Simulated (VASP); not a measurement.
# SnTe2 in VASP: one cell, several levels of theory, part 2 of 3

The system is SnTe2 built on the CdCl2 prototype, a generated structure that needn't be the ground state.

VASP 6.6.1, plane waves, PAW.

## Step 3: LDA at this geometry

INCAR reads:

```
ENCUT = 520.000000
SIGMA = 0.020000
EDIFF = 1.00e-07
GGA = CA
PREC = Accurate
IBRION = -1
ISIF = 2
ISMEAR = -1
NBANDS = 20
NELM = 120
NSW = 0
LASPH = .TRUE.
LCHARG = .FALSE.
LWAVE = .FALSE.
LREAL = .FALSE.
```

KPOINTS reads:

```
KPOINTS created by Atomic Simulation Environment
0
Gamma
8 8 8
0 0 0
```

KPOINTS_OPT reads:

```
special points
12
Reciprocal
0.0000000000 0.0000000000 0.0000000000 1
0.5000000000 0.0000000000 0.0000000000 1
0.5000000000 0.1911540932 -0.1911540932 1
0.8088459068 0.5000000000 0.1911540932 1
0.5000000000 0.5000000000 0.5000000000 1
0.3455770466 0.0000000000 -0.3455770466 1
0.6544229534 0.3455770466 0.0000000000 1
0.5000000000 0.5000000000 0.0000000000 1
0.6544229534 0.6544229534 0.1911540932 1
0.0000000000 0.1250000000 -0.1250000000 1
0.7779613161 0.3110193419 0.3110193419 1
0.6080960674 0.6080960674 0.1338078652 1
```

POSCAR reads:

```
Sn Te
 1.0000000000000000
     2.0883103829343739    1.2056865617386514    6.2909642583494847
    -2.0883103829343739    1.2056865617386514    6.2909642583494847
    -0.0000000000000000   -2.4113731234773019    6.2909642583494847
 Sn  Te
   1   2
Cartesian
  0.0000000000000000 -0.0000000000000000 -0.0000000000000000
  0.0000000000000000  0.0000000000000002  4.5552829180707963
  0.0000000000000000  0.0000000000000007 14.3176098569776542
```

The run uses the recommended LDA PAW datasets (26 valence electrons a neutral cell).

Started as:

```console
$ mpirun -np 1 vasp_std
```

Printed to the terminal (iteration lines stand in OSZICAR):

```text
POSCAR found type information on POSCAR SnTe
 POSCAR found :  2 types and       3 ions
 LDA part: xc-table for (Slater(with rela. corr.)+CA(PZ))
 , standard interpolation
 POSCAR, INCAR and KPOINTS ok, starting setup
 FFT: planning ... GRIDC
 FFT: planning ... GRID_SOFT
 FFT: planning ... GRID
 WAVECAR not read
 entering main loop
 Start KPOINTS_OPT (optional k-point list driver)
k-point batch [1-12\12]
```

OSZICAR:

```text
N       E                     dE             d eps       ncg     rms          rms(c)
DAV:   1     0.182349223092E+03    0.18235E+03   -0.11556E+04  2624   0.135E+03
DAV:   2     0.759192324560E+01   -0.17476E+03   -0.16881E+03  2760   0.336E+02
DAV:   3    -0.115939035006E+02   -0.19186E+02   -0.18765E+02  3204   0.103E+02
DAV:   4    -0.123728447431E+02   -0.77894E+00   -0.77406E+00  3124   0.211E+01
DAV:   5    -0.124021342695E+02   -0.29290E-01   -0.29287E-01  3604   0.431E+00    0.702E+00
DAV:   6    -0.123385906458E+02    0.63544E-01   -0.10529E-01  3276   0.336E+00    0.446E+00
DAV:   7    -0.123243417804E+02    0.14249E-01   -0.52311E-02  3240   0.168E+00    0.243E-01
DAV:   8    -0.123231924076E+02    0.11494E-02   -0.62398E-03  3112   0.781E-01    0.211E-01
DAV:   9    -0.123231474746E+02    0.44933E-04   -0.65179E-04  3008   0.164E-01    0.540E-02
DAV:  10    -0.123231494406E+02   -0.19660E-05   -0.47517E-05  3092   0.387E-02    0.318E-02
DAV:  11    -0.123231506574E+02   -0.12168E-05   -0.29773E-06  3020   0.142E-02    0.616E-03
DAV:  12    -0.123231506186E+02    0.38774E-07   -0.34283E-07  3044   0.471E-03
   1 F= -.12323151E+02 E0= -.12321165E+02  d E =-.397201E-02
       N       E                     dE             ncg
DAV:   1     0.420490754405E+04   -0.74865E+04      480
DAV:   2     0.216895915887E+04   -0.20359E+04      504
DAV:   3     0.193476748788E+04   -0.23419E+03      608
DAV:   4     0.192594805322E+04   -0.88194E+01      564
DAV:   5     0.192559960144E+04   -0.34845E+00      680
DAV:   6     0.192559317996E+04   -0.64215E-02      600
DAV:   7     0.192559293605E+04   -0.24392E-03      704
DAV:   8     0.192559293375E+04   -0.22940E-05      604
DAV:   9     0.192559293368E+04   -0.75986E-07      416
```

From OUTCAR:

```text
k-points           NKPTS =     65   k-points in BZ     NKDIM =     65   number of bands    NBANDS=     20

   NELECT =      26.0000    total number of electrons

   dimension x,y,z NGX =    50 NGY =   50 NGZ =   50
   dimension x,y,z NGXF=   100 NGYF=  100 NGZF=  100

  energy-cutoff  :      520.00
  volume of cell :       95.04
      direct lattice vectors                 reciprocal lattice vectors
     2.088310383  1.205686562  6.290964258     0.239428010  0.138233826  0.052986048
    -2.088310383  1.205686562  6.290964258    -0.239428010  0.138233826  0.052986048
     0.000000000 -2.411373123  6.290964258     0.000000000 -0.276467652  0.052986048

 k-points in reciprocal lattice and weights: KPOINTS created by Atomic Simulation Env
   0.00000000  0.00000000  0.00000000       0.002
   0.12500000  0.00000000  0.00000000       0.012
   0.25000000  0.00000000  0.00000000       0.012
   0.37500000  0.00000000 -0.00000000       0.012
   0.50000000  0.00000000  0.00000000       0.006
   0.12500000  0.12500000  0.00000000       0.012
   0.25000000  0.12500000 -0.00000000       0.023
   0.37500000  0.12500000 -0.00000000       0.023
[... 57 more k-points ...]

 E-fermi :   5.8950

 k-point     1 :       0.0000    0.0000    0.0000
  band No.  band energies     occupation
      1     -15.4951      2.00000
      2     -15.4951      2.00000
      3     -15.4698      2.00000
      4     -15.4649      2.00000
      5     -15.4649      2.00000
      6      -6.6548      2.00000
      7      -4.6910      2.00000
      8      -0.6948      2.00000
      9       5.2385      2.00000
     10       5.2385      2.00000
     11       5.2810      2.00000
     12       5.2810      2.00000
     13       5.7850      1.99186
     14       5.8219      1.94957
     15       8.3321      0.00000
     16       8.7862      0.00000
     17       8.7862      0.00000
     18      12.3364      0.00000
     19      12.3364      0.00000
     20      12.6591      0.00000

 k-point     2 :       0.1250    0.0000    0.0000
  band No.  band energies     occupation
      1     -15.4979      2.00000
      2     -15.4936      2.00000
      3     -15.4684      2.00000
      4     -15.4656      2.00000
      5     -15.4639      2.00000
      6      -6.5086      2.00000
      7      -4.6286      2.00000
      8      -0.6140      2.00000
      9       3.6377      2.00000
     10       4.3408      2.00000
     11       4.7563      2.00000
     12       5.3505      2.00000
     13       5.9447      0.15346
     14       7.0159      0.00000
     15       8.5704      0.00000
     16       9.0938      0.00000
     17       9.1759      0.00000
     18      11.9562      0.00000
     19      12.7143      0.00000
     20      12.9945      0.00000

 k-point     3 :       0.2500    0.0000    0.0000
  band No.  band energies     occupation
      1     -15.5051      2.00000
      2     -15.4907      2.00000
      3     -15.4691      2.00000
      4     -15.4627      2.00000
      5     -15.4608      2.00000
      6      -6.0864      2.00000
      7      -4.4936      2.00000
      8      -0.5704      2.00000
      9       2.3091      2.00000
     10       3.1097      2.00000
     11       4.1734      2.00000
     12       5.0960      2.00000
     13       5.4123      2.00000
     14       6.8526      0.00000
     15       9.0748      0.00000
     16       9.9687      0.00000
     17      10.1902      0.00000
     18      11.5357      0.00000
     19      12.7666      0.00000
     20      13.5873      0.00000

 k-point     4 :       0.3750    0.0000   -0.0000
  band No.  band energies     occupation
      1     -15.5126      2.00000
      2     -15.4889      2.00000
      3     -15.4713      2.00000
      4     -15.4580      2.00000
      5     -15.4564      2.00000
      6      -5.4576      2.00000
      7      -4.4689      2.00000
      8      -0.9648      2.00000
      9       1.8460      2.00000
     10       2.5238      2.00000
     11       3.7593      2.00000
     12       4.4586      2.00000
     13       4.8202      2.00000
     14       6.4196      0.00000
     15       8.5791      0.00000
     16      10.5458      0.00000
     17      11.1186      0.00000
     18      11.5739      0.00000
     19      13.5106      0.00000
     20      14.1842      0.00000

 k-point     5 :       0.5000    0.0000    0.0000
  band No.  band energies     occupation
      1     -15.5158      2.00000
      2     -15.4885      2.00000
      3     -15.4722      2.00000
      4     -15.4560      2.00000
      5     -15.4544      2.00000
      6      -4.8323      2.00000
      7      -4.7909      2.00000
      8      -1.2602      2.00000
      9       1.5879      2.00000
     10       2.9614      2.00000
     11       3.6128      2.00000
     12       3.6454      2.00000
     13       4.7110      2.00000
     14       6.2646      0.00000
     15       8.2743      0.00000
     16      10.7178      0.00000
     17      11.4723      0.00000
     18      11.6036      0.00000
     19      13.2296      0.00000
     20      14.9286      0.00000

 k-point     6 :       0.1250    0.1250    0.0000
  band No.  band energies     occupation
      1     -15.4979      2.00000
      2     -15.4935      2.00000
      3     -15.4684      2.00000
      4     -15.4656      2.00000
      5     -15.4639      2.00000
      6      -6.4950      2.00000
      7      -4.6646      2.00000
      8      -0.5606      2.00000
      9       3.6374      2.00000
     10       4.2518      2.00000
     11       4.5972      2.00000
     12       5.5694      2.00000
     13       6.1206      0.00003
     14       6.9317      0.00000
     15       8.3240      0.00000
     16       9.1848      0.00000
     17       9.2287      0.00000
     18      12.0944      0.00000
     19      12.5673      0.00000
     20      13.0816      0.00000

 k-point     7 :       0.2500    0.1250   -0.0000
  band No.  band energies     occupation
      1     -15.5021      2.00000
      2     -15.4922      2.00000
      3     -15.4668      2.00000
      4     -15.4664      2.00000
      5     -15.4611      2.00000
      6      -6.1982      2.00000
      7      -4.5864      2.00000
      8      -0.4840      2.00000
      9       2.6975      2.00000
     10       3.1930      2.00000
     11       4.3502      2.00000
     12       4.8830      2.00000
     13       6.0173      0.00441
     14       7.1805      0.00000
     15       8.9881      0.00000
     16       9.4085      0.00000
     17       9.9205      0.00000
     18      11.6869      0.00000
     19      12.4136      0.00000
     20      13.1179      0.00000

 k-point     8 :       0.3750    0.1250   -0.0000
  band No.  band energies     occupation
      1     -15.5081      2.00000
      2     -15.4914      2.00000
      3     -15.4687      2.00000
      4     -15.4625      2.00000
      5     -15.4569      2.00000
      6      -5.6588      2.00000
      7      -4.4883      2.00000
      8      -0.7852      2.00000
      9       2.2835      2.00000
     10       2.3857      2.00000
     11       3.7401      2.00000
     12       4.1185      2.00000
     13       5.3685      2.00000
     14       7.0455      0.00000
     15       9.3240      0.00000
     16       9.8650      0.00000
     17      10.5704      0.00000
     18      11.4754      0.00000
     19      12.7135      0.00000
     20      13.3463      0.00000

 k-point     9 :       0.5000    0.1250    0.0000
  band No.  band energies     occupation
      1     -15.5126      2.00000
      2     -15.4912      2.00000
      3     -15.4701      2.00000
      4     -15.4578      2.00000
      5     -15.4553      2.00000
      6      -5.0017      2.00000
      7      -4.6006      2.00000
      8      -1.2676      2.00000
      9       1.7860      2.00000
     10       2.7085      2.00000
     11       3.0582      2.00000
     12       3.9768      2.00000
     13       4.5684      2.00000
     14       6.8670      0.00000
     15       9.0689      0.00000
     16      10.1233      0.00000
     17      11.0110      0.00000
     18      11.5923      0.00000
     19      13.6521      0.00000
     20      13.8796      0.00000

 k-point    10 :      -0.3750    0.1250    0.0000
  band No.  band energies     occupation
      1     -15.5126      2.00000
      2     -15.4912      2.00000
      3     -15.4701      2.00000
      4     -15.4578      2.00000
      5     -15.4553      2.00000
      6      -5.0881      2.00000
      7      -4.4971      2.00000
      8      -1.2219      2.00000
      9       1.7205      2.00000
     10       2.4418      2.00000
     11       3.1149      2.00000
     12       3.8468      2.00000
     13       4.9749      2.00000
     14       6.8890      0.00000
     15       9.1555      0.00000
     16      10.0359      0.00000
     17      10.9090      0.00000
     18      11.8879      0.00000
     19      13.2810      0.00000
     20      14.1151      0.00000

[... the tables of k-points 11 to 65 left out ...]

  Total       -1.0506139     -1.0506139     -0.9879124      0.0000000      0.0000000      0.0000000
  in kB      -17.7115185    -17.7115185    -16.6544806      0.0000000      0.0000000      0.0000000
  external PRESSURE =     -17.3591725 kB  Pullay stress =       0.0000000 kB

 POSITION                                       TOTAL-FORCE (eV/Angst)
 -----------------------------------------------------------------------------------
      0.00000      0.00000      0.00000        -0.000000      0.000000      0.000000
      0.00000      0.00000      4.55528         0.000000     -0.000000     -0.158596
      0.00000      0.00000     14.31761         0.000000      0.000000      0.158596
 -----------------------------------------------------------------------------------
    total drift:                                0.000000     -0.000000     -0.000000

  FREE ENERGIE OF THE ION-ELECTRON SYSTEM (eV)
  ---------------------------------------------------
  free  energy   TOTEN  =       -12.3231506186 eV

  energy  without entropy=      -12.3191786074  energy(sigma->0) =      -12.32116461
```

Hardware: 1 MPI rank of Intel Xeon 6975P-C, shared host.

The levels at the points of KPOINTS_OPT are read from vasprun.xml.

Near the gap, in eV above the top of the last filled band v; c is the band after it:

| point | v−1 | v | c | c+1 |
| --- | --- | --- | --- | --- |
| Γ | -0.97 | -0.47 | -0.43 | 2.08 |
| L | -2.61 | -1.54 | 0.01 | 2.02 |
| B1 | -1.72 | -1.49 | 0.42 | 2.51 |
| B | -1.72 | -1.49 | 0.42 | 2.51 |
| Z | -0.52 | -0.52 | 1.46 | 1.87 |
| X | -2.07 | -1.29 | 0.41 | 3.09 |
| Q | -2.07 | -1.29 | 0.41 | 3.09 |

LDA: no gap; the band counted as the lowest empty one dips 0.87 eV below the top of the last filled one. Pressure: -1.74 GPa, and the largest force is 0.159 eV/Å, on atom 2 (Te).

[end of part 2 of 3]
